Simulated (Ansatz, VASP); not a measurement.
# Two plane-wave programs on KMgF3

```
K Mg F
1.0
     3.98590    0.02989    0.00000
     0.02989    3.98590    0.00000
     0.00000    0.00000    3.98590
K Mg F
1 1 3
Direct
  0.50000 0.50000 0.50000
  0.00000 0.00000 0.00000
  0.50000 0.00000 0.00000
  0.00000 0.50000 0.00000
  0.00000 0.00000 0.50000
```

Change from the starting cell: strain +0.0150 x Voigt [0, 0, 0, 0, 0, 1], atoms carried along.

Alike in both runs: task single point; functional PBE; k mesh 6 × 6 × 6; occupations gaussian, width 0.05 eV; no spin polarisation.

```csv
,VASP,Ansatz
version,VASP 6.6.1,Ansatz 0.2.0
potentials or method,"VASP PAW PBE potentials, release 64 (K_sv, Mg, F)","scalar-relativistic, plane waves, PAW"
plane-wave cutoff (eV),520,420
valence electrons in the cell,32,40
```

```tsv
	VASP	Ansatz	Ansatz less VASP
gap on the k mesh at the Fermi level (eV)	7.30	7.33	+0.030
least direct gap on the mesh (eV)	7.60	7.62	+0.028
pressure (GPa)	3.4	3.8	+0.42
largest component of the traceless stress (GPa)	0.73	0.72	-0.011
```

The functional is the same, so the differences come from potentials, cutoffs and numerics. The two sets of potentials don't hold the same shells in valence.

A k mesh can miss the band edges.
